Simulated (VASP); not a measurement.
# Ag (Fm-3m) in VASP: notebook

The runs below take Ag through relaxation of cell and atoms, with r2SCAN.

Everything below comes from runs of VASP 6.6.1. Logs are shortened: lines on timing, memory, paths and dates and some standing lists are left out, and cuts for length are marked.

### Step 1. Starting point

The structure is cubic, space group Fm-3m (No. 225). The conventional cell has a = 4.085 Å, b = 4.085 Å, c = 4.085 Å, α = 90.00°, β = 90.00°, γ = 90.00°. Around Ag (site symmetry m-3m) lie 12 Ag at 2.89 Å.

### Step 2. Relaxation of cell and atoms, r2SCAN

Contents of INCAR:

```
PREC     = Accurate       # precision mode
ENCUT    = 520            # plane-wave cutoff, eV
EDIFF    = 1E-7           # SCF threshold, eV
ISMEAR   = 0              # smearing method
SIGMA    = 0.1            # smearing width, eV
LREAL    = False          # projectors in reciprocal space
LASPH    = True           # aspherical terms in the spheres
NELM     = 60             # most SCF steps
ALGO     = Normal         # electronic algorithm
ISIF     = 3              # what is computed and relaxed
LWAVE    = False          # write WAVECAR
LCHARG   = False          # write CHGCAR
METAGGA  = R2SCAN         # meta-GGA
LMIXTAU  = True         
IBRION   = 2              # ionic algorithm
NSW      = 80             # ionic steps
EDIFFG   = -0.002         # ionic threshold
```

Contents of KPOINTS:

```
Automatic mesh
0
Gamma
  18 18 18
```

Contents of POSCAR:

```
Ag
1.0
    0.0000000000      2.0427500000      2.0427500000
    2.0427500000      0.0000000000      2.0427500000
    2.0427500000      2.0427500000      0.0000000000
Ag
1
Direct
    0.0000000000      0.0000000000      0.0000000000
```

Potentials or basis: VASP PAW PBE potentials, release 64 (Ag).

Launch:

```
> cat potpaw_PBE.64/Ag/POTCAR > POTCAR
> mpirun -np 1 vasp_std > vasp.out
```

OUTCAR:

```text
PREC = Accurate
   ENCUT = 520
   EDIFF = 1E-7
   ISMEAR = 0
   LREAL = False
   LASPH = True
   NELM = 60
   ISIF = 3
   METAGGA = R2SCAN
   IBRION = 2
   NSW = 80
   EDIFFG = -0.002

 ion  position               nearest neighbor table
   1  0.000  0.000  0.000-

  LATTYP: Found a face centered cubic cell.
 ALAT       =     4.0855000000

  Lattice vectors:

 A1 = (   0.0000000000,   2.0427500000,   2.0427500000)
 A2 = (   2.0427500000,   0.0000000000,   2.0427500000)
 A3 = (   2.0427500000,   2.0427500000,   0.0000000000)

Analysis of symmetry for initial positions (statically):
=====================================================================
 Subroutine PRICEL returns:
 Original cell was already a primitive cell.

 Routine SETGRP: Setting up the symmetry group for a
 face centered cubic supercell.

 Subroutine GETGRP returns: Found 48 space group operations
 (whereof 48 operations were pure point group operations)
 out of a pool of 48 trial point group operations.

The static configuration has the point symmetry O_h .

Analysis of symmetry for dynamics (positions and initial velocities):
=====================================================================
 Subroutine PRICEL returns:
 Original cell was already a primitive cell.

 Routine SETGRP: Setting up the symmetry group for a
 face centered cubic supercell.

 Subroutine GETGRP returns: Found 48 space group operations
 (whereof 48 operations were pure point group operations)
 out of a pool of 48 trial point group operations.

The dynamic configuration has the point symmetry O_h .

 Subroutine INISYM returns: Found 48 space group operations
 (whereof 48 operations are pure point group operations),
 and found     1 'primitive' translations

----------------------------------------------------------------------------------------

                                     Primitive cell

  volume of cell :      17.0481

  direct lattice vectors                    reciprocal lattice vectors
     0.000000000  2.042750000  2.042750000    -0.244768082  0.244768082  0.244768082
     2.042750000  0.000000000  2.042750000     0.244768082 -0.244768082  0.244768082
     2.042750000  2.042750000  0.000000000     0.244768082  0.244768082 -0.244768082

  length of vectors
     2.888884755  2.888884755  2.888884755     0.423950755  0.423950755  0.423950755

  position of ions in fractional coordinates (direct lattice)
     0.000000000  0.000000000  0.000000000

  ion indices of the primitive-cell ions
   primitive index   ion index
                 1           1

----------------------------------------------------------------------------------------

 KPOINTS: Automatic mesh

Automatic generation of k-mesh.
 Grid dimensions read from file:
 generate k-points for:   18   18   18

 Generating k-lattice:

  Cartesian coordinates                     Fractional coordinates (reciprocal lattice)
    -0.013598227  0.013598227  0.013598227     0.055555556  0.000000000  0.000000000
     0.013598227 -0.013598227  0.013598227     0.000000000  0.055555556  0.000000000
     0.013598227  0.013598227 -0.013598227     0.000000000  0.000000000  0.055555556

  Length of vectors
     0.023552820  0.023552820  0.023552820

  Shift w.r.t. Gamma in fractional coordinates (k-lattice)
     0.000000000  0.000000000  0.000000000

 Subroutine IBZKPT returns following result:
 ===========================================

 Found    195 irreducible k-points:

 Following reciprocal coordinates:
            Coordinates               Weight
  0.000000  0.000000  0.000000      1.000000
  0.055556  0.000000  0.000000      8.000000
  0.111111  0.000000  0.000000      8.000000
  0.166667  0.000000  0.000000      8.000000
  0.222222  0.000000  0.000000      8.000000
  0.277778  0.000000  0.000000      8.000000
[... 16 lines left out ...]
 -0.277778  0.055556  0.000000     24.000000
 -0.222222  0.055556  0.000000     24.000000
 [... further k-points ...]
   k-points           NKPTS =    195   k-points in BZ     NKDIM =    195   number of bands    NBANDS=      9
   number of dos      NEDOS =    301   number of ions     NIONS =      1
   total plane-waves  NPLWV =  13824
   dimension x,y,z NGX =    24 NGY =   24 NGZ =   24
   dimension x,y,z NGXF=    48 NGYF=   48 NGZF=   48
   ions per type =               1
   NGX,Y,Z   is equivalent  to a cutoff of  13.81, 13.81, 13.81 a.u.
   NGXF,Y,Z  is equivalent  to a cutoff of  27.62, 27.62, 27.62 a.u.
 SYSTEM =  unknown system
   PREC   = accura    normal or accurate (medium, high low for compatibility)
   ISTART =      0    job   : 0-new  1-cont  2-samecut
   ICHARG =      2    charge: 1-file 2-atom 10-const
   ISPIN  =      1    spin polarized calculation?
   LNONCOLLINEAR =      F non collinear calculations
   LSORBIT =      F    spin-orbit coupling
   LASPH  =      T    aspherical Exc in radial PAW
   ENCUT  =  520.0 eV  38.22 Ry    6.18 a.u.   5.37  5.37  5.37*2*pi/ulx,y,z
   NELM   =     60;   NELMIN=  2; NELMDL= -5     # of ELM steps
   EDIFF  = 0.1E-06   stopping-criterion for ELM
   LREAL  =      F    real-space projection
   EDIFFG = -.2E-02   stopping-criterion for IOM
   NSW    =     80    number of steps for IOM
   IBRION =      2    ionic relax: 0-MD 1-quasi-New 2-CG
   NFREE  =      1    steps in history (QN), initial steepest desc. (CG)
   ISIF   =      3    stress and relaxation
   ISYM   =      2    0-nonsym 1-usesym 2-fastsym
   POTIM  = 0.5000    time-step for ionic-motion
   TEBEG  =    0.0;   TEEND  =   0.0 temperature during run
   PSTRESS=    0.0 pullay stress
   NELECT =      11.0000    total number of electrons
   NUPDOWN=      -1.0000    fix difference up-down
   EMIN   =  10.00;   EMAX   =-10.00  energy-range for DOS
   EFERMI =   0.00;   METHOD = LEGACY
   ISMEAR =     0;   SIGMA  =   0.10  broadening in eV -4-tet -1-fermi 0-gaus
   EFERMI_NEDOS =   21; number of points for ismear=-14 and -15
   IALGO  =     38    algorithm
   IMIX   =      4    mixing-type and parameters
     AMIX     =   0.40;   BMIX     =  1.00
     AMIX_MAG =   1.60;   BMIX_MAG =  1.00
  volume/ion in A,a.u.               =      17.05       115.05
  Fermi-wavevector in a.u.,A,eV,Ry     =   1.414644  2.673290 27.228221  2.001218
  Thomas-Fermi vector in A             =   2.536165
   LORBIT       =      0    0 simple, 1 ext, 2 COOP (PROOUT), +10 PAW based schemes
   METAGGA = R2SCAN    functional components
   LHFCALC =     F    Hartree Fock is set to
   AEXX    =    0.0000 exact exchange contribution
   IVDW    =     0    specifies the selected vdW correction
   LEPSILON=     F    determine dielectric tensor
   LRPA    =     F    only Hartree local field effects (RPA)
 conjugate gradient relaxation of ions
 non-spin polarized calculation
 Gauss-broadening in eV      SIGMA  =   0.10
  energy-cutoff  :      520.00
  volume of cell :       17.05
 maximum number of plane-waves:       473
 NGX is ok and might be reduce to    24
   NGX = 11   NGY = 11   NGZ = 11

--------------------------------------- Ionic step        1  -------------------------------------------

 number of electron      10.9999999 magnetization

 Free energy of the ion-electron system (eV)
  ---------------------------------------------------
  ext. energy  EPLUGINS =         0.00000000
  ---------------------------------------------------
  free energy    TOTEN  =       -21.35943471 eV

  energy without entropy =      -21.35846133  energy(sigma->0) =      -21.35894802

------------------------ aborting loop because EDIFF is reached ----------------------------------------

  FORCE on cell =-STRESS in cart. coord.  units (eV):
  Direction    XX          YY          ZZ          XY          YZ          ZX
  --------------------------------------------------------------------------------------
  -------------------------------------------------------------------------------------
  Total        0.1704683      0.1704683      0.1704683     -0.0000000     -0.0000000      0.0000000
  in kB       16.0205947     16.0205947     16.0205947     -0.0000000     -0.0000000      0.0000000
  external PRESSURE =      16.0205947 kB  Pullay stress =       0.0000000 kB

 VOLUME and BASIS-vectors are now :
 -----------------------------------------------------------------------------
  energy-cutoff  :      520.00
  volume of cell :       17.05
      direct lattice vectors                 reciprocal lattice vectors
     0.000000000  2.042750000  2.042750000    -0.244768082  0.244768082  0.244768082
     2.042750000  0.000000000  2.042750000     0.244768082 -0.244768082  0.244768082
     2.042750000  2.042750000  0.000000000     0.244768082  0.244768082 -0.244768082
[... 176 lines left out ...]
 POSITION                                       TOTAL-FORCE (eV/Angst)
 -----------------------------------------------------------------------------------
      0.00000     -0.00000      0.00000         0.000000      0.000000     -0.000000
 -----------------------------------------------------------------------------------
    total drift:                               -0.000000     -0.000000      0.000000

  FREE ENERGIE OF THE ION-ELECTRON SYSTEM (eV)
  ---------------------------------------------------
  free  energy   TOTEN  =       -21.3606649752 eV

  energy  without entropy=      -21.3596499288  energy(sigma->0) =      -21.36015745

--------------------------------------- Ionic step        7  -------------------------------------------

 number of electron      10.9999999 magnetization

 Free energy of the ion-electron system (eV)
  ---------------------------------------------------
  ext. energy  EPLUGINS =         0.00000000
  ---------------------------------------------------
  free energy    TOTEN  =       -21.36066489 eV

  energy without entropy =      -21.35964923  energy(sigma->0) =      -21.36015706

 E-fermi :   8.1975     XC(G=0): -12.8671

 val. band max:        8.1646154693   @ k =   0.5000   0.1667   0.0556
 cond. band min:       8.3184724228   @ k =   0.5000   0.3333   0.1111
 fundamental gap:      0.1538569535
 Fermi energy:         8.1974668837

 k-point     1 :       0.0000    0.0000    0.0000
  band No.  band energies     occupation
      1       0.3819      2.00000
      2       3.1439      2.00000
      3       3.1439      2.00000
      4       3.1439      2.00000
      5       4.1617      2.00000
      6       4.1617      2.00000
      7      24.8469      0.00000
      8      28.4841      0.00000
      9      28.4841      0.00000

 k-point     2 :       0.0556    0.0000    0.0000
  band No.  band energies     occupation
      1       0.4807      2.00000
      2       3.1219      2.00000
      3       3.1709      2.00000
      4       3.1709      2.00000
      5       4.1514      2.00000
      6       4.1514      2.00000
      7      24.8576      0.00000
      8      27.6047      0.00000
      9      28.5156      0.00000
[... 253 lines left out ...]
 k-point    24 :      -0.2222    0.0556    0.0000
  band No.  band energies     occupation
      1       1.7496      2.00000
      2       3.2032      2.00000
      3       3.3855      2.00000
      4       3.4378      2.00000
      5       4.1198      2.00000
      6       4.4993      2.00000
      7      20.1041      0.00000
      8      25.0029      0.00000
      9      27.4299      0.00000

 [... further k-points ...]

------------------------ aborting loop because EDIFF is reached ----------------------------------------

  FORCE on cell =-STRESS in cart. coord.  units (eV):
  Direction    XX          YY          ZZ          XY          YZ          ZX
  --------------------------------------------------------------------------------------
  -------------------------------------------------------------------------------------
  Total        0.0012889      0.0012889      0.0012889      0.0000000      0.0000000     -0.0000000
  in kB        0.1193441      0.1193441      0.1193441      0.0000000      0.0000000     -0.0000000
  external PRESSURE =       0.1193441 kB  Pullay stress =       0.0000000 kB

 VOLUME and BASIS-vectors are now :
 -----------------------------------------------------------------------------
  energy-cutoff  :      520.00
  volume of cell :       17.30
      direct lattice vectors                 reciprocal lattice vectors
     0.000000000  2.052867048  2.052867048    -0.243561803  0.243561803  0.243561803
     2.052867048 -0.000000000  2.052867048     0.243561803 -0.243561803  0.243561803
     2.052867048  2.052867048  0.000000000     0.243561803  0.243561803 -0.243561803

 POSITION                                       TOTAL-FORCE (eV/Angst)
 -----------------------------------------------------------------------------------
      0.00000      0.00000      0.00000        -0.000000     -0.000000      0.000000
 -----------------------------------------------------------------------------------
    total drift:                               -0.000000     -0.000000      0.000000

  FREE ENERGIE OF THE ION-ELECTRON SYSTEM (eV)
  ---------------------------------------------------
  free  energy   TOTEN  =       -21.3606648861 eV

  energy  without entropy=      -21.3596492340  energy(sigma->0) =      -21.36015706

 reached required accuracy - stopping structural energy minimisation
```

Run time: 3 min. Hardware: 1 thread of Intel Xeon 6975P-C (Granite Rapids), shared host; peak memory 0.17 GiB.

Results:

* Free energy: -21.3607 eV
* Relaxed volume: 17.30 Å³/atom
* Relaxed cell: a = 2.903 Å, b = 2.903 Å, c = 2.903 Å, α = 60.00°, β = 60.00°, γ = 60.00°
* Space group after relaxing (to 0.05 Å): Fm-3m (No. 225)
* Energy gained by relaxing: 1.2 meV/atom
* Ionic steps: 7
* Pressure after relaxing: 0.0 GPa
* Band gap on the k mesh: none (metal or under the smearing width)

Step by step:
```
step  energy change (eV)  largest force (eV/Å)  pressure (GPa)  volume (Å³)
   1              0.0000                0.0000            1.60        17.05
   2             -0.0007                0.0000           -0.99        17.47
   3             -0.0012                0.0000            0.04        17.30
   4             -0.0012                0.0000           -0.04        17.31
   5             -0.0012                0.0000            0.03        17.30
   6             -0.0012                0.0000            0.03        17.30
   7             -0.0012                0.0000            0.01        17.30
```

Final structure:
```cif
data_structure
_symmetry_space_group_name_H-M 'P 1'
_symmetry_Int_Tables_number 1
_cell_length_a 2.9032
_cell_length_b 2.9032
_cell_length_c 2.9032
_cell_angle_alpha 60.000
_cell_angle_beta 60.000
_cell_angle_gamma 60.000
_cell_volume 17.30
loop_
_atom_site_label
_atom_site_type_symbol
_atom_site_fract_x
_atom_site_fract_y
_atom_site_fract_z
_atom_site_occupancy
Ag1 Ag 0.00000 0.00000 0.00000 1
```

Caveat: the PAW data sets were made with another functional, which shifts forces and pressure a little.

### Step 3. Relaxation of cell and atoms, r2SCAN

This run uses another cell than the first one, of 17.30 Å³/atom, 1.015 times its volume.

INCAR is that of step 2.

KPOINTS is that of step 2.

Contents of POSCAR:

```
Ag                                      
1.0
    0.0000000000      2.0528670479      2.0528670479
    2.0528670479     -0.0000000000      2.0528670479
    2.0528670479      2.0528670479      0.0000000000
  Ag            
     1
Direct
     0.0000000000000000    0.0000000000000000    0.0000000000000000
```

Potentials or basis: VASP PAW PBE potentials, release 64 (Ag).

Launch:

```
> cat potpaw_PBE.64/Ag/POTCAR > POTCAR
> mpirun -np 1 vasp_std > vasp.out
```

Wall time 1.7 min (1 thread of Intel Xeon 6975P-C (Granite Rapids), shared host); peak memory 0.17 GiB.

Results (log left out):

```
Free energy               : -21.3608 eV
Energy gained by relaxing : 0.0 meV/atom
Ionic steps               : 4
Pressure after relaxing   : 0.0 GPa
Band gap on the k mesh    : none (metal or under the smearing width)
```

Final structure:
```
Ag
1.0
     0.00000    2.05282    2.05282
     2.05282    0.00000    2.05282
     2.05282    2.05282    0.00000
Ag
1
Direct
  0.00000 0.00000 0.00000
```

Levels at points of the mesh, in eV from the Fermi level:
```tsv
k point	band 3	band 4	band 5	band 6	band 7	band 8	band 9
(0.00, 0.00, 0.00)	-5.05	-5.05	-4.04	-4.04	16.65	20.29	20.29
(0.50, 0.00, 0.00)	-5.08	-3.24	-3.24	-0.26	3.66	15.89	18.49
(0.50, 0.50, 0.00)	-3.28	-3.03	-3.03	1.77	6.89	11.09	11.09
```

Caveat: the PAW data sets were made with another functional, which shifts forces and pressure a little.
